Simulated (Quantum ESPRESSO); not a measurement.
# Al (P6/mmm) in Quantum ESPRESSO: further runs, part 4 of 4

Quantum ESPRESSO 7.5. The steps go on from the part before.

## (6) Energy-loss spectrum, PBE

pw.in reads:

```
&CONTROL
  calculation = 'scf'
  prefix = 'pwscf'
  outdir = './tmp'
  pseudo_dir = './pseudo'
  tprnfor = .true.
  tstress = .true.
  disk_io = 'low'
/
&SYSTEM
  ibrav = 0
  celldm(1) = 8
  nat = 2
  ntyp = 1
  ecutwfc = 40
  nbnd = 8
  occupations = 'smearing'
  smearing = 'mp'
  degauss = 0.01469973
/
&ELECTRONS
  conv_thr = 4d-10
  electron_maxstep = 120
  mixing_beta = 0.5
/
ATOMIC_SPECIES
Al    26.9815 Al.upf
CELL_PARAMETERS alat
  1.0740093078275   0.0000000000000   0.0000000000000
 -0.5370058349926   0.9301184742255   0.0000000000000
  0.0000000000000   0.0000000000000   0.6505216832988
ATOMIC_POSITIONS crystal
Al     0.3333300000    0.6666700000    0.5000000000
Al     0.6666700000    0.3333300000    0.5000000000
K_POINTS automatic
7 7 10 0 0 0
```

scf2.in reads:

```
&CONTROL
  calculation = 'scf'
  prefix = 'pwscf'
  outdir = './tmp'
  pseudo_dir = './pseudo'
  tprnfor = .true.
  tstress = .true.
  disk_io = 'low'
/
&SYSTEM
  ibrav = 0
  celldm(1) = 8
  nat = 2
  ntyp = 1
  ecutwfc = 40
  nbnd = 8
  occupations = 'smearing'
  smearing = 'mp'
  degauss = 0.01469973
/
&ELECTRONS
  conv_thr = 1d-11
  electron_maxstep = 120
  mixing_beta = 0.5
  startingpot = 'file'
  startingwfc = 'file'
/
ATOMIC_SPECIES
Al    26.9815 Al.upf
CELL_PARAMETERS alat
  1.0740093078275   0.0000000000000   0.0000000000000
 -0.5370058349926   0.9301184742255   0.0000000000000
  0.0000000000000   0.0000000000000   0.6505216832988
ATOMIC_POSITIONS crystal
Al     0.3333300000    0.6666700000    0.5000000000
Al     0.6666700000    0.3333300000    0.5000000000
K_POINTS automatic
7 7 10 0 0 0
```

eels.in reads:

```
&LR_INPUT
  prefix = 'pwscf'
  outdir = './tmp'
  restart_step = 5000
  restart = .false.
/
&LR_CONTROL
  calculator = 'lanczos'
  approximation = 'TDDFT'
  q1 = 0.1167002749
  q2 = 0.1167002749
  q3 = 0.1167002749
  itermax = 400
/
```

spectrum.in reads:

```
&LR_INPUT
  prefix = 'pwscf'
  outdir = './tmp'
  eels = .true.
  itermax0 = 400
  itermax = 20000
  extrapolation = 'osc'
  epsil = 0.03
  units = 1
  start = 0
  end = 40
  increment = 0.2
/
```

spectrum_short.in reads:

```
&LR_INPUT
  prefix = 'pwscf'
  outdir = './tmp'
  eels = .true.
  itermax0 = 266
  itermax = 20000
  extrapolation = 'osc'
  epsil = 0.03
  units = 1
  start = 0
  end = 40
  increment = 0.2
/
```

Potentials or basis: PseudoDojo 0.4 SR PBE stringent.

Command:

```console
OMP_NUM_THREADS=1 pw.x -in pw.in > pw.out
OMP_NUM_THREADS=1 pw.x -in scf2.in > scf2.out
OMP_NUM_THREADS=1 turbo_eels.x -in eels.in > eels.out
OMP_NUM_THREADS=1 turbo_spectrum.x -in spectrum.in > spectrum.out
OMP_NUM_THREADS=1 turbo_spectrum.x -in spectrum_short.in > spectrum_short.out
```

pw.out:

```text
This program is part of the open-source Quantum ESPRESSO suite
     for quantum simulation of materials; please cite
[... 9 lines left out ...]
     --------------------
     sticks:   dense  smooth     PW     G-vecs:    dense   smooth      PW
     Sum         817     817    253                11361    11361    2111

     Using Slab Decomposition

     bravais-lattice index     =            0
     lattice parameter (alat)  =       8.0000  a.u.
     unit-cell volume          =     332.7193 (a.u.)^3
     number of atoms/cell      =            2
     number of atomic types    =            1
     number of electrons       =         6.00
     number of Kohn-Sham states=            8
     kinetic-energy cutoff     =      40.0000  Ry
     charge density cutoff     =     160.0000  Ry
     scf convergence threshold =      4.0E-10
     mixing beta               =       0.5000
     number of iterations used =            8  plain     mixing
     Exchange-correlation= PBE
                           (   1   4   3   4   0   0   0)

     celldm(1)=   8.000000  celldm(2)=   0.000000  celldm(3)=   0.000000
     celldm(4)=   0.000000  celldm(5)=   0.000000  celldm(6)=   0.000000

     crystal axes: (cart. coord. in units of alat)
               a(1) = (   1.074009   0.000000   0.000000 )
               a(2) = (  -0.537006   0.930118   0.000000 )
               a(3) = (   0.000000   0.000000   0.650522 )

     reciprocal axes: (cart. coord. in units 2 pi/alat)
               b(1) = (  0.931091  0.537567 -0.000000 )
               b(2) = (  0.000000  1.075132  0.000000 )
               b(3) = (  0.000000 -0.000000  1.537228 )

     PseudoPot. # 1 for Al read from file:
     Al.upf
     Pseudo is Norm-conserving + core correction, Zval =  3.0
     Generated using ONCVPSP code by D. R. Hamann
     Using radial grid of 1876 points,  6 beta functions with:
                l(1) =   0
                l(2) =   0
                l(3) =   1
                l(4) =   1
                l(5) =   2
                l(6) =   2

     atomic species   valence    mass     pseudopotential
     Al                3.00    26.98150     Al( 1.00)

      4 Sym. Ops., with inversion, found

   Cartesian axes

     site n.     atom                  positions (alat units)
         1        Al     tau(   1) = (  -0.0000062   0.6200821   0.3252608  )
         2        Al     tau(   2) = (   0.5370096   0.3100364   0.3252608  )

     number of k points=   150  Methfessel-Paxton smearing, width (Ry)=  0.0147

     Number of k-points >= 100: set verbosity='high' to print them.

     Dense  grid:    11361 G-vectors     FFT dimensions: (  36,  36,  24)

     Initial potential from superposition of free atoms

     starting charge       5.9951, renormalised to       6.0000
     Starting wfcs are    8 randomized atomic wfcs

     Self-consistent Calculation

     iteration #  1     ecut=    40.00 Ry     beta= 0.50
     Davidson diagonalization with overlap
     ethr =  1.00E-02,  avg # of iterations =  6.4

     Threshold (ethr) on eigenvalues was too large:
     Diagonalizing with lowered threshold

     Davidson diagonalization with overlap
     ethr =  2.41E-04,  avg # of iterations =  4.6

     total energy              =      -9.19776414 Ry
     estimated scf accuracy    <       0.01505700 Ry

     iteration #  2     ecut=    40.00 Ry     beta= 0.50
     Davidson diagonalization with overlap
     ethr =  2.51E-04,  avg # of iterations =  1.2

     total energy              =      -9.19770849 Ry
     estimated scf accuracy    <       0.00332683 Ry

     iteration #  3     ecut=    40.00 Ry     beta= 0.50
     Davidson diagonalization with overlap
     ethr =  5.54E-05,  avg # of iterations =  2.2

     total energy              =      -9.19779061 Ry
     estimated scf accuracy    <       0.00001975 Ry

     iteration #  4     ecut=    40.00 Ry     beta= 0.50
     Davidson diagonalization with overlap
     c_bands:  1 eigenvalues not converged
     c_bands:  1 eigenvalues not converged
     c_bands:  1 eigenvalues not converged
     ethr =  3.29E-07,  avg # of iterations =  6.4

     total energy              =      -9.19780106 Ry
     estimated scf accuracy    <       0.00000055 Ry

     iteration #  5     ecut=    40.00 Ry     beta= 0.50
     Davidson diagonalization with overlap
     ethr =  9.11E-09,  avg # of iterations =  2.8

     total energy              =      -9.19780139 Ry
     estimated scf accuracy    <       0.00000012 Ry

     iteration #  6     ecut=    40.00 Ry     beta= 0.50
     Davidson diagonalization with overlap
     ethr =  1.93E-09,  avg # of iterations =  1.3

     total energy              =      -9.19780140 Ry
     estimated scf accuracy    <          9.0E-09 Ry

     iteration #  7     ecut=    40.00 Ry     beta= 0.50
     Davidson diagonalization with overlap
     ethr =  1.50E-10,  avg # of iterations =  2.1

     total energy              =      -9.19780140 Ry
     estimated scf accuracy    <          1.8E-09 Ry

     iteration #  8     ecut=    40.00 Ry     beta= 0.50
     Davidson diagonalization with overlap
     ethr =  3.05E-11,  avg # of iterations =  2.0

     End of self-consistent calculation

     Number of k-points >= 100: set verbosity='high' to print the bands.

     the Fermi energy is     3.8827 ev

!    total energy              =      -9.19780140 Ry
     estimated scf accuracy    <          3.9E-11 Ry
     smearing contrib. (-TS)   =       0.00013471 Ry
     internal energy E=F+TS    =      -9.19793611 Ry

     The total energy is F=E-TS. E is the sum of the following terms:
     one-electron contribution =       3.30736426 Ry
     hartree contribution      =       0.44144770 Ry
     xc contribution           =      -4.13022488 Ry
     ewald contribution        =      -8.81652318 Ry

     convergence has been achieved in   8 iterations

     Forces acting on atoms (cartesian axes, Ry/au):

     atom    1 type  1   force =     0.00001085   -0.00000642    0.00000000
     atom    2 type  1   force =    -0.00001085    0.00000642    0.00000000

     Total force =     0.000018     Total SCF correction =     0.000000

     Computing stress (Cartesian axis) and pressure

          total   stress  (Ry/bohr**3)                   (kbar)     P=       -1.75
   0.00000507   0.00000007   0.00000000            0.75        0.01        0.00
   0.00000007   0.00000515   0.00000000            0.01        0.76        0.00
   0.00000000   0.00000000  -0.00004598            0.00        0.00       -6.76

=------------------------------------------------------------------------------=
   JOB DONE.
=------------------------------------------------------------------------------=
```

It took 16 min on 1 thread of Arm Neoverse V1, shared host; peak memory 0.97 GiB.

What came out:

```yaml
Free_energy: -125.1425 eV
Pressure: -0.2 GPa
Band_gap_on_the_k_mesh: none (metal or under the smearing width)
Peak_of_the_energy-loss_function: 13.2 eV
```

Energy-loss function at q = [0.17321, 0.17321, 0.17321] (Å⁻¹, cartesian):
| energy (eV) | loss |
| --- | --- |
| 0.0 | 0.000 |
| 1.8 | 0.018 |
| 3.4 | 0.059 |
| 5.2 | 0.120 |
| 7.0 | 0.215 |
| 8.6 | 0.330 |
| 10.4 | 0.878 |
| 12.2 | 3.023 |
| 13.8 | 4.308 |
| 15.6 | 1.119 |
| 17.4 | 0.378 |
| 19.0 | 0.181 |
| 20.8 | 0.103 |
| 22.4 | 0.065 |
| 24.2 | 0.042 |
| 26.0 | 0.035 |
| 27.6 | 0.032 |
| 29.4 | 0.026 |
| 31.2 | 0.018 |
| 32.8 | 0.014 |
| 34.6 | 0.014 |
| 36.4 | 0.014 |
| 38.0 | 0.013 |
| 39.8 | 0.010 |

## (7) The runs side by side

```tsv
task	level	potentials or basis	k mesh	cutoff (eV)	smearing	form of the LDA correlation	k mesh for the Wannier functions	projections	iterations	other keys	gap on the mesh (eV)	pressure (GPa)
Wannier functions	LDA	PseudoDojo 0.4.1 SR LDA standard	6 × 6 × 8	599	fermi-dirac 0.05 eV	PW92	4 × 4 × 6	Al sp	-	-	none	-2.1
Wannier functions	LDA	PseudoDojo 0.4.1 SR LDA standard	6 × 6 × 8	599	fermi-dirac 0.05 eV	PW92	4 × 4 × 6	Al sp	0	-	none	-2.1
Wannier functions	LDA	PseudoDojo 0.4.1 SR LDA standard	6 × 6 × 8	599	fermi-dirac 0.05 eV	PW92	4 × 4 × 6	-	-	-	none	-2.1
energy-loss spectrum	PBE	PseudoDojo 0.5 SR PBE stringent	7 × 7 × 10	544	gaussian 0.2 eV	-	-	-	400	verbose = yes	none	-0.1
energy-loss spectrum	PBE	PseudoDojo 0.4 SR PBE stringent	7 × 7 × 10	544	methfessel-paxton 0.2 eV	-	-	-	400	-	none	-0.2
```

Alike in all rows: no spin polarisation; cell as given.

Absolute energies hang on the potentials; compare differences alone.
